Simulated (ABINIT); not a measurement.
# TiB2 (P6/mmm) in ABINIT: single point with PBEsol

Aim: the single point of TiB2 with PBEsol.

All numbers are computed with ABINIT 10.8.3 (patched build); they aren't measurements. Logs are shortened: lines on timing, memory, paths and dates and some standing lists are left out, and cuts for length are marked. The log counts tension as positive stress, the text compression.

## Step 1: The undisturbed crystal

Symmetry: P6/mmm, No. 191, hexagonal system. The conventional cell has a = 3.029 Å, b = 3.029 Å, c = 3.228 Å, α = 90.00°, β = 90.00°, γ = 120.00°. Ti (site symmetry 6/mmm) has 12 B at 2.38 Å as nearest neighbours. B (site symmetry -6m2) has 3 B at 1.75 Å as nearest neighbours.

## Step 2: Single point, PBEsol (atoms moved at random, drawn with an rms of 0.05 Å)

run.abi reads:

```
# Pseudopotentials
pp_dirpath "./"
pseudos "Ti.upf, B.upf"

# Structure
acell 5.7243583767 5.7243583766 6.1007918207
rprim
     1.0000000000     0.0000000000     0.0000000000
    -0.5000000000     0.8660254038     0.0000000000
     0.0000000000     0.0000000000     1.0000000000
ntypat 2
znucl 22 5
natom 3
typat 1 2 2
xred
    -0.0033710000    -0.0139150000    -0.0152660000
     0.6563980000     0.3134780000     0.5027410000
     0.3314890000     0.6664920000     0.4940860000
chkprim 0
chksymtnons 0
tolsym 1.0e-6

# Plane-wave basis
ecut 42.0

# k points
kptopt 1
ngkpt 10 10 8
nshiftk 1
shiftk 0.0 0.0 0.0

# Exchange and correlation
ixc -116133

# Bands and occupations
nband 13
occopt 3
tsmear 0.00183747

# SCF cycle
nstep 100
tolvrs 1.0e-10

# Output
iomode 3
prtwf 0
prteig 0
prtebands 0
enunit 1
prtden 1
prtvha 1
prtvclmb 1
prtpot 1
prtelf 1
```

Potentials or basis: PseudoDojo NC SR PBEsol v0.4.1 standard.

Started as:

```sh
> abinit run.abi > log 2>&1
```

run.abo:

```text
.Version 10.8.3 of ABINIT
 Symmetries : space group P1 (#  1); Bravais aP (primitive triclinic)
================================================================================
 Values of the parameters that define the memory need of the present run
     intxc =       0    ionmov =       0      iscf =       7    lmnmax =       6
     lnmax =       6     mgfft =      36  mpssoang =       3    mqgrid =    3001
     natom =       3  nloc_mem =       1    nspden =       1   nspinor =       1
    nsppol =       1      nsym =       1    n1xccc =    2501    ntypat =       2
    occopt =       3   xclevel =       2
       mpw =        2286          nfft =       46656          nkpt =         404
================================================================================
================================================================================

--------------------------------------------------------------------------------
------------- Echo of variables that govern the present computation ------------
--------------------------------------------------------------------------------
 -outvars: echo values of preprocessed input variables --------
            acell      5.7243583767E+00  5.7243583766E+00  6.1007918207E+00 Bohr
              amu      4.78800000E+01  1.08110000E+01
          chkprim           0
      chksymtnons           0
             ecut      4.20000000E+01 Hartree
           enunit           1
                       outvar_i_n : Printing only first  50 k-points.
              ixc     -116133
                       outvar_i_n : Printing only first  50 k-points.
         kptrlatt       10    0    0      0   10    0      0    0    8
          kptrlen      4.88063346E+01
            natom           3
            nband          13
            ngfft          36      36      36
             nkpt         404
            nstep         100
             nsym           1
           ntypat           2
                       prtocc : prtvol=0, do not print more k-points.
           occopt           3
        prtebands           0
           prteig           0
           prtelf           1
           prtpot           1
         prtvclmb           1
           prtvha           1
            prtwf           0
            rprim      1.0000000000E+00  0.0000000000E+00  0.0000000000E+00
                      -5.0000000000E-01  8.6602540380E-01  0.0000000000E+00
                       0.0000000000E+00  0.0000000000E+00  1.0000000000E+00
          spgroup           1
           tolsym      1.00000000E-06
           tolvrs      1.00000000E-10
           tsmear      1.83747000E-03 Hartree
            typat      1  2  2
                       outvars : Printing only first  50 k-points.
           xangst      1.0864225792E-02 -3.6504112166E-02 -4.9284754366E-02
                       1.5135670418E+00  8.2236694744E-01  1.6230490433E+00
                      -5.3223043787E-03  1.7484512200E+00  1.5951072413E+00
            xcart      2.0530411317E-02 -6.8982774463E-02 -9.3134687935E-02
                       2.8602271822E+00  1.5540483057E+00  3.0671181807E+00
                      -1.0057697635E-02  3.3040939502E+00  3.0143158275E+00
             xred     -3.3710000000E-03 -1.3915000000E-02 -1.5266000000E-02
                       6.5639800000E-01  3.1347800000E-01  5.0274100000E-01
                       3.3148900000E-01  6.6649200000E-01  4.9408600000E-01
            znucl       22.00000    5.00000

================================================================================

 chkinp: Checking input parameters for consistency.

================================================================================
== DATASET  1 ==================================================================

--- !DatasetInfo
iteration_state: {dtset: 1, }
dimensions: {natom: 3, nkpt: 404, mband: 13, nsppol: 1, nspinor: 1, nspden: 1, mpw: 2286, }
cutoff_energies: {ecut:  42.0, pawecutdg:  -1.0, }
electrons: {nelect:   1.80000000E+01, charge:   0.00000000E+00, occopt:   3.00000000E+00, tsmear:   1.83747000E-03, }
meta: {optdriver: 0, ionmov: 0, optcell: 0, iscf: 7, paral_kgb: 0, }
...

 Real(R)+Recip(G) space primitive vectors, cartesian coordinates (Bohr,Bohr^-1):
 R(1)=  5.7243584  0.0000000  0.0000000  G(1)=  0.1746921  0.1008585  0.0000000
 R(2)= -2.8621792  4.9574398  0.0000000  G(2)=  0.0000000  0.2017170  0.0000000
 R(3)=  0.0000000  0.0000000  6.1007918  G(3)=  0.0000000  0.0000000  0.1639131
 Unit cell volume ucvol=  1.7312926E+02 bohr^3
 Angles (23,13,12)=  9.00000000E+01  9.00000000E+01  1.20000000E+02 degrees

 getcut: wavevector=  0.0000  0.0000  0.0000  ngfft=  36  36  36
         ecut(hartree)=     42.000   => boxcut(ratio)=   2.02268

--- Pseudopotential description ------------------------------------------------
- pspini: atom type   1  psp file is ./Ti.upf
12 -116133 2 -1 1586                          pspcod,pspxc,lmax,lloc,mmax
     nproj     2     2     2

- pspini: atom type   2  psp file is ./B.upf
12 -116133 1 -1 1534                          pspcod,pspxc,lmax,lloc,mmax
     nproj     2     2     0

   3.81101256E+02                                ecore*ucvol(ha*bohr**3)
--------------------------------------------------------------------------------

================================================================================

--- !BeginCycle
iteration_state: {dtset: 1, }
solver: {iscf: 7, nstep: 100, nline: 4, wfoptalg: 0, }
tolerances: {tolvrs: 1.00E-10, }
...

     iter   Etot(hartree)      deltaE(h)  residm     vres2
 ETOT  1  -65.030143464027    -6.503E+01 2.805E-01 1.329E+03
 ETOT  2  -64.445219021570     5.849E-01 3.752E-01 4.460E+03
 ETOT  3  -65.290350720509    -8.451E-01 5.887E-02 2.857E+01
 ETOT  4  -65.295522558843    -5.172E-03 3.289E-02 6.144E+00
 ETOT  5  -65.296435406168    -9.128E-04 1.041E-02 1.385E+00
 ETOT  6  -65.296681481670    -2.461E-04 1.429E-02 1.178E-02
 ETOT  7  -65.296684022965    -2.541E-06 6.860E-03 2.236E-03
 ETOT  8  -65.296684477889    -4.549E-07 7.884E-03 2.969E-06
 ETOT  9  -65.296684478731    -8.424E-10 5.764E-03 3.601E-06
 ETOT 10  -65.296684479300    -5.692E-10 4.542E-03 1.031E-07
 ETOT 11  -65.296684479320    -2.014E-11 4.163E-03 7.833E-09
 ETOT 12  -65.296684479323    -2.188E-12 5.102E-03 1.517E-10
 ETOT 13  -65.296684479322     3.695E-13 2.535E-03 1.153E-11

 At SCF step   13       vres2   =  1.15E-11 < tolvrs=  1.00E-10 =>converged.

 Compute ELF
--------------------------------------------------------------------------------

 Compute kinetic energy density

 Compute gradient of the electron density
 Electron Localization Function (ELF) [min:0;max:1]
)     Maximum=    8.7157E-01  at reduced coord.    0.5000    0.0000    0.5000
)     Minimum=    1.5746E-06  at reduced coord.    0.3333    0.6667    0.5000
   Integrated=    7.4714E+01

--------------------------------------------------------------------------------
 End of ELF section

 Cartesian components of stress tensor (hartree/bohr^3)
  sigma(1 1)=  1.55824981E-04  sigma(3 2)= -3.02976000E-06
  sigma(2 2)=  5.41359858E-05  sigma(3 1)=  5.57059910E-06
  sigma(3 3)=  2.06259392E-04  sigma(2 1)= -2.20627719E-06

--- !ResultsGS
iteration_state: {dtset: 1, }
comment   : Summary of ground state results
lattice_vectors:
- [  5.7243584,   0.0000000,   0.0000000, ]
- [ -2.8621792,   4.9574398,   0.0000000, ]
- [  0.0000000,   0.0000000,   6.1007918, ]
lattice_lengths: [   5.72436,    5.72436,    6.10079, ]
lattice_angles: [ 90.000,  90.000, 120.000, ] # degrees, (23, 13, 12)
lattice_volume:   1.7312926E+02
convergence: {deltae:  3.695E-13, res2:  1.153E-11, residm:  2.535E-03, diffor: null, }
etotal    :  -6.52966845E+01
entropy   :   0.00000000E+00
fermie    :   4.30060181E-01
cartesian_stress_tensor: # hartree/bohr^3
- [  1.55824981E-04,  -2.20627719E-06,   5.57059910E-06, ]
- [ -2.20627719E-06,   5.41359858E-05,  -3.02976000E-06, ]
- [  5.57059910E-06,  -3.02976000E-06,   2.06259392E-04, ]
pressure_GPa:  -4.0819E+00
xred      :
- [ -3.3710E-03,  -1.3915E-02,  -1.5266E-02, Ti]
- [  6.5640E-01,   3.1348E-01,   5.0274E-01,  B]
- [  3.3149E-01,   6.6649E-01,   4.9409E-01,  B]
cartesian_forces: # hartree/bohr
- [ -3.97162026E-03,   2.69864509E-03,   1.20916473E-02, ]
- [  8.61495177E-04,   1.54460674E-02,  -9.02269774E-03, ]
- [  3.11012508E-03,  -1.81447124E-02,  -3.06894954E-03, ]
force_length_stats: {min:   1.30101647E-02, max:   1.86633844E-02, mean:   1.65275161E-02, }
...

 Integrated electronic density in atomic spheres:
 ------------------------------------------------
 Atom  Sphere_radius  Integrated_density
    1        2.00000          9.58634000
    2        2.00000          2.81414960
    3        2.00000          2.81885627
================================================================================

 ----iterations are completed or convergence reached----

 Mean square residual over all n,k,spin=   76.412E-07; max=  25.345E-04
 reduced coordinates (array xred) for    3 atoms
      -0.003371000000     -0.013915000000     -0.015266000000
       0.656398000000      0.313478000000      0.502741000000
       0.331489000000      0.666492000000      0.494086000000
 rms dE/dt=  5.3288E-02; max dE/dt=  9.8853E-02; dE/dt below (all hartree)
    1       0.022734971694     -0.024745845555     -0.073768557188
    2      -0.004931513124     -0.074107181312      0.055045666221
    3      -0.017803476535      0.098853068173      0.018723087919

 cartesian coordinates (angstrom) at end:
    1      0.01086422579223    -0.03650411216615    -0.04928475436623
    2      1.51356704177714     0.82236694743937     1.62304904328777
    3     -0.00532230437874     1.74845121996683     1.59510724130692

 cartesian forces (hartree/bohr) at end:
    1     -0.00397162025619     0.00269864508523     0.01209164728228
    2      0.00086149517749     0.01544606735125    -0.00902269773961
    3      0.00311012507870    -0.01814471243648    -0.00306894954267
 frms,max,avg= 9.6512437E-03 1.8144712E-02   1.046E-09 -2.173E-09 -1.076E-08 h/b

 cartesian forces (eV/Angstrom) at end:
    1     -0.20422892494270     0.13876990976134     0.62177750287102
    2      0.04429986317738     0.79426871811861    -0.46396577229917
    3      0.15992906176532    -0.93303862787995    -0.15781173057185
 frms,max,avg= 4.9628691E-01 9.3303863E-01   5.379E-08 -1.118E-07 -5.534E-07 e/A
 length scales=  5.724358376700  5.724358376600  6.100791820700 bohr
              =  3.029199997936  3.029199997883  3.228399997788 angstroms
 Fermi (or HOMO) energy (eV) =  11.70253   Average Vxc (eV)= -12.96167
 Eigenvalues (   eV  ) for nkpt= 404  k points:
 kpt#   1, nband= 13, wtk=  0.00125, kpt=  0.0000  0.0000  0.0000 (reduced coord)
 -44.91526  -21.38242  -21.08239  -21.06248   -1.72469    8.94677    9.26204    9.36649
   9.81024   13.63516   13.69633   15.30226   15.64114
 prteigrs : prtvol=0 or 1, do not print more k-points.

--- !EnergyTerms
iteration_state     : {dtset: 1, }
comment             : Components of total free energy in Hartree
kinetic             :  2.75979287057270E+01
hartree             :  1.21001403652561E+01
xc                  : -1.11987946774618E+01
Ewald energy        : -5.12929658474407E+01
psp_core            :  2.20125275496451E+00
local_psp           : -4.52886580085923E+01
non_local_psp       :  5.84622533112169E-01
internal            : -6.52964741744350E+01
'-kT*entropy'       : -2.10304887205666E-04
total_energy        : -6.52966844793222E+01
total_energy_eV     : -1.77681330194879E+03
band_energy         : -5.64662853638216E+00
...

 Cartesian components of stress tensor (hartree/bohr^3)
  sigma(1 1)=  1.55824981E-04  sigma(3 2)= -3.02976000E-06
  sigma(2 2)=  5.41359858E-05  sigma(3 1)=  5.57059910E-06
  sigma(3 3)=  2.06259392E-04  sigma(2 1)= -2.20627719E-06

-Cartesian components of stress tensor (GPa)         [Pressure= -4.0819E+00 GPa]
- sigma(1 1)=  4.58452922E+00  sigma(3 2)= -8.91386166E-02
- sigma(2 2)=  1.59273569E+00  sigma(3 1)=  1.63892684E-01
- sigma(3 3)=  6.06836081E+00  sigma(2 1)= -6.49109158E-02

== END DATASET(S) ==============================================================
================================================================================

 -outvars: echo values of variables after computation  --------
            acell      5.7243583767E+00  5.7243583766E+00  6.1007918207E+00 Bohr
           etotal     -6.5296684479E+01
            fcart     -3.9716202562E-03  2.6986450852E-03  1.2091647282E-02
                       8.6149517749E-04  1.5446067351E-02 -9.0226977396E-03
                       3.1101250787E-03 -1.8144712436E-02 -3.0689495427E-03
            rprim      1.0000000000E+00  0.0000000000E+00  0.0000000000E+00
                      -5.0000000000E-01  8.6602540380E-01  0.0000000000E+00
                       0.0000000000E+00  0.0000000000E+00  1.0000000000E+00
           strten      1.5582498106E-04  5.4135985819E-05  2.0625939160E-04
                      -3.0297599976E-06  5.5705990951E-06 -2.2062771858E-06
           xangst      1.0864225792E-02 -3.6504112166E-02 -4.9284754366E-02
                       1.5135670418E+00  8.2236694744E-01  1.6230490433E+00
                      -5.3223043787E-03  1.7484512200E+00  1.5951072413E+00
             xred     -3.3710000000E-03 -1.3915000000E-02 -1.5266000000E-02
                       6.5639800000E-01  3.1347800000E-01  5.0274100000E-01
                       3.3148900000E-01  6.6649200000E-01  4.9408600000E-01
 Calculation completed.
```

Wall time 5.7 min (1 thread of Arm Neoverse V2, shared host); peak memory 0.24 GiB.

Results:

| Item | Value |
| --- | --- |
| Free energy | -1776.8133 eV |
| Pressure | -4.1 GPa |
| Largest force | 0.960 eV/Å |
| Band gap on the k mesh | none (metal or under the smearing width) |
| Valence electrons inside the program's atomic spheres | Ti 9.59; B 2.81, 2.82 |

Forces on the atoms (eV/Å):
```
Ti  -0.204  0.139  0.622
B    0.044  0.794 -0.464
B    0.160 -0.933 -0.158
```

Stress tensor (GPa, compression positive):
```
-4.58  0.06 -0.16
 0.06 -1.59  0.09
-0.16  0.09 -6.07
```
